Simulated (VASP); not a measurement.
# HfN (F-43m) in VASP: further runs, part 2 of 2

VASP 6.6.1. Earlier steps stand in the parts before.

## Step 5: Single point, PBEsol

INCAR

```
SYSTEM = HfN
PREC = Accurate ; ENCUT = 460
EDIFF = 1E-7 ; ISMEAR = 0
SIGMA = 0.2 ; LREAL = .False.
LASPH = .True. ; NELM = 100
ALGO = Normal ; ISIF = 2
LWAVE = .False. ; LCHARG = .False.
GGA = PS ; ADDGRID = .False.
```

KPOINTS

```
Automatic mesh
0
Gamma
  5 5 5
  0 0 0
```

POSCAR

```
HfN
1.0
    0.0000000000      2.4548220000      2.4548220000
    2.4548220000      0.0000000000      2.4548220000
    2.4548220000      2.4548220000      0.0000000000
Hf N
1 1
Direct
    0.0000000000      0.0000000000      0.0000000000
    0.2500000000      0.2500000000      0.2500000000
```

Potentials or basis: VASP PAW PBE potentials, release 64 (Hf_pv, N).

Launch:

```bash
$ cat potpaw_PBE.64/Hf_pv/POTCAR potpaw_PBE.64/N/POTCAR > POTCAR
$ mpirun -np 1 vasp_std > vasp.out
```

OUTCAR:

```text
SYSTEM = HfN
   PREC = Accurate
   ENCUT = 460
   EDIFF = 1E-7
   ISMEAR = 0
   LREAL = .False.
   LASPH = .True.
   NELM = 100
   ISIF = 2
   GGA = PS

 Found     10 irreducible k-points:

 Following reciprocal coordinates:
            Coordinates               Weight
  0.000000  0.000000  0.000000      1.000000
  0.200000  0.000000  0.000000      8.000000
  0.400000  0.000000  0.000000      8.000000
  0.200000  0.200000  0.000000      6.000000
  0.400000  0.200000  0.000000     24.000000
 -0.400000  0.200000  0.000000     24.000000
   k-points           NKPTS =     10   k-points in BZ     NKDIM =     10   number of bands    NBANDS=     11
   number of dos      NEDOS =    301   number of ions     NIONS =      2
   total plane-waves  NPLWV =  13824
   dimension x,y,z NGX =    24 NGY =   24 NGZ =   24
   dimension x,y,z NGXF=    48 NGYF=   48 NGZF=   48
   ions per type =               1   1
   NGX,Y,Z   is equivalent  to a cutoff of  11.49, 11.49, 11.49 a.u.
   NGXF,Y,Z  is equivalent  to a cutoff of  22.99, 22.99, 22.99 a.u.
 SYSTEM =  HfN
   PREC   = accura    normal or accurate (medium, high low for compatibility)
   ISTART =      0    job   : 0-new  1-cont  2-samecut
   ICHARG =      2    charge: 1-file 2-atom 10-const
   ISPIN  =      1    spin polarized calculation?
   LNONCOLLINEAR =      F non collinear calculations
   LSORBIT =      F    spin-orbit coupling
   LASPH  =      T    aspherical Exc in radial PAW
   ENCUT  =  460.0 eV  33.81 Ry    5.81 a.u.   6.07  6.07  6.07*2*pi/ulx,y,z
   NELM   =    100;   NELMIN=  2; NELMDL= -5     # of ELM steps
   EDIFF  = 0.1E-06   stopping-criterion for ELM
   LREAL  =      F    real-space projection
   EDIFFG = 0.1E-05   stopping-criterion for IOM
   NSW    =      0    number of steps for IOM
   IBRION =     -1    ionic relax: 0-MD 1-quasi-New 2-CG
   NFREE  =      0    steps in history (QN), initial steepest desc. (CG)
   ISIF   =      2    stress and relaxation
   ISYM   =      2    0-nonsym 1-usesym 2-fastsym
   POTIM  = 0.5000    time-step for ionic-motion
   TEBEG  =    0.0;   TEEND  =   0.0 temperature during run
   PSTRESS=    0.0 pullay stress
   NELECT =      15.0000    total number of electrons
   NUPDOWN=      -1.0000    fix difference up-down
   EMIN   =  10.00;   EMAX   =-10.00  energy-range for DOS
   EFERMI =   0.00;   METHOD = LEGACY
   ISMEAR =     0;   SIGMA  =   0.20  broadening in eV -4-tet -1-fermi 0-gaus
   EFERMI_NEDOS =   21; number of points for ismear=-14 and -15
   IALGO  =     38    algorithm
   IMIX   =      4    mixing-type and parameters
     AMIX     =   0.40;   BMIX     =  1.00
     AMIX_MAG =   1.60;   BMIX_MAG =  1.00
  volume/ion in A,a.u.               =      14.79        99.83
  Fermi-wavevector in a.u.,A,eV,Ry     =   1.305395  2.466839 23.185087  1.704056
  Thomas-Fermi vector in A             =   2.436267
   LORBIT       =      0    0 simple, 1 ext, 2 COOP (PROOUT), +10 PAW based schemes
   GGA     = PS    functional components
   LHFCALC =     F    Hartree Fock is set to
   AEXX    =    0.0000 exact exchange contribution
   IVDW    =     0    specifies the selected vdW correction
   LEPSILON=     F    determine dielectric tensor
   LRPA    =     F    only Hartree local field effects (RPA)
 non-spin polarized calculation
 Gauss-broadening in eV      SIGMA  =   0.20
  energy-cutoff  :      460.00
  volume of cell :       29.59
 maximum number of plane-waves:       678
   NGX = 13   NGY = 13   NGZ = 13

 number of electron      14.9999996 magnetization

 Free energy of the ion-electron system (eV)
  ---------------------------------------------------
  ext. energy  EPLUGINS =         0.00000000
  ---------------------------------------------------
  free energy    TOTEN  =       -22.20811389 eV

  energy without entropy =      -22.16987081  energy(sigma->0) =      -22.18899235

 E-fermi :   5.6874     XC(G=0): -11.3962

 val. band max:        5.6557155372   @ k =   0.4000   0.2000   0.0000
 cond. band min:       5.8007641430   @ k =  -0.4000   0.2000   0.0000
 fundamental gap:      0.1450486058
 Fermi energy:         5.6873844499

 k-point     1 :       0.0000    0.0000    0.0000
  band No.  band energies     occupation
      1     -25.4457      2.00000
      2     -25.4457      2.00000
      3     -25.4457      2.00000
      4     -10.4977      2.00000
      5       0.1505      2.00000
      6       0.1505      2.00000
      7       0.1505      2.00000
      8       4.8688      2.00000
      9       7.8083      0.00000
     10       7.8083      0.00000
     11      12.1925      0.00000
[... 57 lines left out ...]
 k-point     6 :      -0.4000    0.2000    0.0000
  band No.  band energies     occupation
      1     -25.8663      2.00000
      2     -25.6214      2.00000
      3     -25.5306      2.00000
      4      -9.2243      2.00000
      5       0.0308      2.00000
      6       0.5108      2.00000
      7       1.0862      2.00000
      8       5.8008      0.42272
      9       7.7047      0.00000
     10       8.1050      0.00000
     11      11.3908      0.00000

 [... further k-points ...]
[... 5 lines left out ...]
  --------------------------------------------------------------------------------------
  -------------------------------------------------------------------------------------
  Total       -1.0904944     -1.0904944     -1.0904944     -0.0000000     -0.0000000      0.0000000
  in kB      -59.0532780    -59.0532780    -59.0532780     -0.0000000     -0.0000000      0.0000000
  external PRESSURE =     -59.0532780 kB  Pullay stress =       0.0000000 kB

 VOLUME and BASIS-vectors are now :
 -----------------------------------------------------------------------------
  energy-cutoff  :      460.00
  volume of cell :       29.59
      direct lattice vectors                 reciprocal lattice vectors
     0.000000000  2.454822000  2.454822000    -0.203680756  0.203680756  0.203680756
     2.454822000  0.000000000  2.454822000     0.203680756 -0.203680756  0.203680756
     2.454822000  2.454822000  0.000000000     0.203680756  0.203680756 -0.203680756

 POSITION                                       TOTAL-FORCE (eV/Angst)
 -----------------------------------------------------------------------------------
      0.00000      0.00000      0.00000        -0.000000      0.000000      0.000000
      1.22741      1.22741      1.22741         0.000000     -0.000000     -0.000000
 -----------------------------------------------------------------------------------
    total drift:                                0.000000      0.000000      0.000000

  FREE ENERGIE OF THE ION-ELECTRON SYSTEM (eV)
  ---------------------------------------------------
  free  energy   TOTEN  =       -22.2081138854 eV

  energy  without entropy=      -22.1698708054  energy(sigma->0) =      -22.18899235
```

OSZICAR:

```text
N       E                     dE             d eps       ncg     rms          rms(c)
DAV:   1     0.392561399199E+02    0.39256E+02   -0.73905E+03   220   0.113E+03
DAV:   2    -0.224948332917E+02   -0.61751E+02   -0.58104E+02   291   0.237E+02
DAV:   3    -0.255037545652E+02   -0.30089E+01   -0.29893E+01   277   0.440E+01
DAV:   4    -0.255311164063E+02   -0.27362E-01   -0.27334E-01   253   0.497E+00
DAV:   5    -0.255316717795E+02   -0.55537E-03   -0.55528E-03   317   0.565E-01    0.545E+01
DAV:   6    -0.223655175674E+02    0.31662E+01   -0.20587E+01   244   0.297E+01    0.404E+01
DAV:   7    -0.222332433542E+02    0.13227E+00   -0.11112E+00   244   0.896E+00    0.244E+01
DAV:   8    -0.222151960417E+02    0.18047E-01   -0.86894E-02   262   0.312E+00    0.481E+00
DAV:   9    -0.222084422618E+02    0.67538E-02   -0.35545E-02   238   0.132E+00    0.143E+00
DAV:  10    -0.222081363247E+02    0.30594E-03   -0.29152E-03   284   0.478E-01    0.320E-01
DAV:  11    -0.222081196905E+02    0.16634E-04   -0.97299E-05   268   0.111E-01    0.140E-01
DAV:  12    -0.222081142017E+02    0.54888E-05   -0.47303E-05   276   0.550E-02    0.382E-02
DAV:  13    -0.222081138923E+02    0.30942E-06   -0.21525E-06   264   0.143E-02    0.191E-02
DAV:  14    -0.222081138854E+02    0.68749E-08   -0.19566E-07   204   0.406E-03
   1 F= -.22208114E+02 E0= -.22188992E+02  d E =-.382431E-01
```

It took 2.6 s on 1 thread of Intel Xeon 6975P-C (Granite Rapids), shared host; peak memory 0.13 GiB.

The run converged, but some of its settings lie outside the range that counts as converged, so its numbers aren't taken as properties of the crystal.

Results:

| Item | Value |
| --- | --- |
| Free energy | -22.2081 eV |
| Pressure | -5.9 GPa |
| Band gap on the k mesh | none (metal or under the smearing width) |

Caveat: the k mesh is coarse (spacing up to 0.44 Å⁻¹), so the values aren't converged; the cutoff is under 1.25 times the usual one of these potentials, so pressure, stress and relaxed cells hold a basis-set (Pulay) error; the PAW data sets were made with another functional, which shifts forces and pressure a little.

## Step 6: The reference run

An earlier run on the cell as given: functional PBEsol; potentials or basis VASP PAW PBE potentials, release 64 (Hf_pv, N); cutoff 520 eV; k mesh 9 × 9 × 9; occupations fermi-dirac, width 0.05 eV; no spin polarisation.

* Pressure: -5.9 GPa
* Band gap on the k mesh: none (metal or under the smearing width)
